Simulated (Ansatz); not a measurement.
Input and command of a plane-wave DFT calculation in Ansatz:

```yaml
crystal:
  lattice:
    - [-1.56042162, 1.56042162, 4.22180559]
    - [1.56042162, -1.56042162, 4.22180559]
    - [1.56042162, 1.56042162, -4.22180559]
  atoms:
    - { symbol: Al, position: [0.65920219, 0.65920219, 0.0] }
    - { symbol: Al, position: [0.34079781, 0.34079781, 0.0] }
    - { symbol: Ru, position: [0.0, 0.0, 0.0] }
basis:
  ecutwfc: 420
kpoints:
  mp_grid: { grid: [9, 9, 9] }
hamiltonian:
  xc: pbesol
scf:
  occupations: { method: gaussian, width: 0.01 }
output:
  forces: true
  stress: true
  eigenvalues: true
```

```bash
ansatz run input.yaml --threads 1 --pin off --max-ram 2560MiB --backend cpu --events-out ev --progress --plain --runs-dir out
```

Processor: Intel(R) Xeon(R) 6975P-C (Granite Rapids), 1 thread, on a host shared with other jobs.

**Question.** Estimate time, memory and problem size.

**Answer.** About 1.6 s on 1 thread of Intel(R) Xeon(R) 6975P-C (Granite Rapids), on a shared host, peak memory 0.4 GiB. It solves 15 bands at 75 k points (the mesh reduced by symmetry) with about 795 plane waves, in 6 SCF iterations.
